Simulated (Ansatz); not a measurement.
Task: an SCF with some post-processing of LiCl, space group P6_3mc, with Ansatz 0.2.0 through its Python package. Give the script and its output. Settings: r2SCAN, PAW, cutoff 517 eV, 6×6×3 k-points, fixed occupations.

```yaml
crystal:
  lattice:
    - [3.92488, 0.00000, 0.00000]
    - [-1.96244, 3.39905, 0.00000]
    - [0.00000, 0.00000, 6.35716]
  atoms:
    - { symbol: Li, position: [0.66667, 0.33333, 0.87602] }
    - { symbol: Li, position: [0.33333, 0.66667, 0.37602] }
    - { symbol: Cl, position: [0.66667, 0.33333, 0.49898] }
    - { symbol: Cl, position: [0.33333, 0.66667, 0.99898] }
```

The script, `report_licl.py`:
```python
# -*- coding: utf-8 -*-
from collections import Counter
from collections import defaultdict
from pathlib import Path

import ansatz as az
import numpy as np
from pymatgen.core import Structure


def main():
    lattice = az.Lattice.of(
        (3.924882, 0.0, 0.0),
        (-1.962441, 3.399048, 0.0),
        (0.0, 0.0, 6.357161),
    )
    sites = [
        ("Li", (2 / 3, 1 / 3, 0.876017)),
        ("Li", (1 / 3, 2 / 3, 0.376017)),
        ("Cl", (2 / 3, 1 / 3, 0.498984)),
        ("Cl", (1 / 3, 2 / 3, 0.998984)),
    ]
    licl = az.Crystal(lattice=lattice)
    for symbol, position in sites:
        licl = licl.atom(symbol, position)

    calc = (
        licl.calculation()
        .basis(19 * az.Ha)
        .functional("r2SCAN")
        .pseudopotentials("paw")
        .occupations("Fixed")
        .scf(tolerance=1e-07)
        .kpoints(6, 6, 3)
        .compute(populations=True, band_table=True, density_of_states={"energy_step": 0.1, "projected": True}, density=True, potential=True, electron_localization_function=True, output_files={"volumetric_format": "npy"})
    )
    session = calc.session()
    planned = session.plan(threads=1)
    outcome = planned.execute()
    data = outcome.report

    print(f"free energy      {data['free_energy_ev']:.5f} eV")
    print(f"per atom         {data['free_energy_ev'] / len(outcome.lattice.sites):.5f} eV")
    print(f"SCF iterations   {data['n_iterations']}  (converged: {data['converged']})")

    final = Structure(outcome.lattice.cell_ang, [s.symbol for s in outcome.lattice.sites], [s.position_frac for s in outcome.lattice.sites])
    shortest = {}
    for site, neighbours in zip(final, final.get_all_neighbors(5.0)):
        for other in neighbours:
            pair = "-".join(sorted((site.specie.symbol, other.specie.symbol)))
            shortest[pair] = min(shortest.get(pair, 9e9), other.nn_distance)
    for pair, distance in sorted(shortest.items(), key=lambda item: item[1]):
        print(f"shortest {pair:6s} {distance:.4f} A")

    files = Path(outcome.write_results("tables"))
    print((files / "populations.tsv").read_text())

    table = np.array(data["eigenvalues_ev"]) - data["fermi_energy_ev"]
    filling = np.array(data["occupations"])
    weights = np.tile(data["kweights"], len(table) // len(data["kweights"]))
    print("band   lowest  highest (eV from E_F)  electrons")
    for band in range(table.shape[1]):
        if table[:, band].max() > -12:
            print(f"{band + 1:4d} {table[:, band].min():8.3f} {table[:, band].max():8.3f} {weights @ filling[:, band]:18.4f}")
    print("electrons counted from the table:", round(float(weights @ filling.sum(axis=1)), 5))

    dos = outcome.density_of_states()
    energy = np.asarray(dos.energies_ev) - dos.fermi_ev
    projected = outcome.projected_density_of_states()
    by_shell = defaultdict(float)
    for site in projected.sites:
        for shell in site.shells:
            for part in shell.curves:
                by_shell[f"{site.species} {'spdf'[shell.l]}"] += np.sum(part.g_bin_mean_per_ev, axis=0)
    print("E - E_F  " + " ".join(f"{name:>7s}" for name in by_shell))
    for e in np.arange(-5, 5 + 0.1, 1.0):
        print(f"{e:7.1f}  " + " ".join(f"{np.interp(e, energy, curve):7.3f}" for curve in by_shell.values()))

    folder = Path(outcome.write_results("fields"))
    print("densities in e/A^3, potentials in eV, ELF without unit")
    for name in sorted(p.name for p in folder.glob("*.npy")):
        field = np.load(folder / name)
        print(f"{name:16s} {str(field.shape):16s} min {field.min():10.4f}  mean {field.mean():10.4f}  max {field.max():10.4f}")

    eps, occ = np.array(data["eigenvalues_ev"]), np.array(data["occupations"])
    wk = np.tile(data["kweights"], len(eps) // len(data["kweights"]))
    print(f"sum of w f eps = {wk @ (eps * occ).sum(axis=1):.4f} eV, reported band energy {data['components']['e_band']:.4f} eV")


if __name__ == "__main__":
    main()
```

```console
$ python report_licl.py
free energy      -2585.57177 eV
per atom         -646.39294 eV
SCF iterations   6  (converged: True)
shortest Cl-Li  2.3969 A
shortest Cl-Cl  3.9036 A
shortest Li-Li  3.9036 A
# site	symbol	l	j	q
# orbitals = lowdin
# n_electrons = 20.000000
# spilling = 0.005029
0	Li	0_1S	-	1.985194
0	Li	0_2S	-	0.311908
1	Li	0_1S	-	1.985194
1	Li	0_2S	-	0.311908
2	Cl	0_3S	-	1.868646
2	Cl	1_3P	-	5.783963
3	Cl	0_3S	-	1.868646
3	Cl	1_3P	-	5.783963

band   lowest  highest (eV from E_F)  electrons
   5   -1.980   -1.487             2.0000
   6   -1.627   -0.321             2.0000
   7   -1.388   -0.248             2.0000
   8   -1.140   -0.020             2.0000
   9   -0.768   -0.020             2.0000
  10   -0.768    0.000             2.0000
  11    6.592    8.872             0.0000
  12    8.295    9.977             0.0000
  13    9.612   10.830             0.0000
  14    9.774   11.198             0.0000
electrons counted from the table: 20.0
E - E_F     Li s    Cl s    Cl p
   -5.0    0.000   0.000   0.000
   -4.0    0.000   0.000   0.000
   -3.0    0.000   0.000   0.000
   -2.0    0.000   0.000   0.004
   -1.0    0.190   0.017   5.858
    0.0    0.000   0.000   0.127
    1.0    0.000   0.000   0.000
    2.0    0.000   0.000   0.000
    3.0    0.000   0.000   0.000
    4.0    0.000   0.000   0.000
    5.0    0.000   0.000   0.000
densities in e/A^3, potentials in eV, ELF without unit
elf.npy          (30, 30, 48)     min     0.0027  mean     0.3241  max     0.9989
rho.npy          (30, 30, 48)     min    -0.3510  mean     0.2358  max     9.4766
v_es.npy         (30, 30, 48)     min   -57.3377  mean     1.6331  max     6.9019
v_tot.npy        (30, 30, 48)     min   -81.3195  mean    -6.2453  max     4.0987
sum of w f eps = -255.9014 eV, reported band energy -255.9014 eV
```

Reading the output:
- Total energies depend on the potentials; only differences at equal settings carry meaning.
- Along an axis with an odd division the mesh misses the point at one half; a gap read on a finite mesh is an upper bound on this functional's gap.
- Semilocal gaps usually lie well under measured ones.
- The Fermi level of a run with fixed occupations marks the highest occupied state on its mesh, not mid-gap.
- Projections exist only for the shells that the potentials hold, some of them semicore, and samples at single energies can miss narrow peaks.
- The crystal has a gap of about 6.59 eV on the mesh; bins of finite width blur the band edges.
- Grid values close to the nuclei reflect the PAW or pseudopotential construction, not the all-electron fields.
- This cell is a computed structure, which may not be the phase found in nature.
- Gaps and levels are Kohn-Sham values on a finite set of k-points.
- The density of states is complete only as far up as bands were computed.
- It ran for 3.9 s on 1 thread of Intel(R) Xeon(R) Platinum 8375C CPU @ 2.90GHz (Ice Lake), on a shared host, peak memory 0.5 GiB.
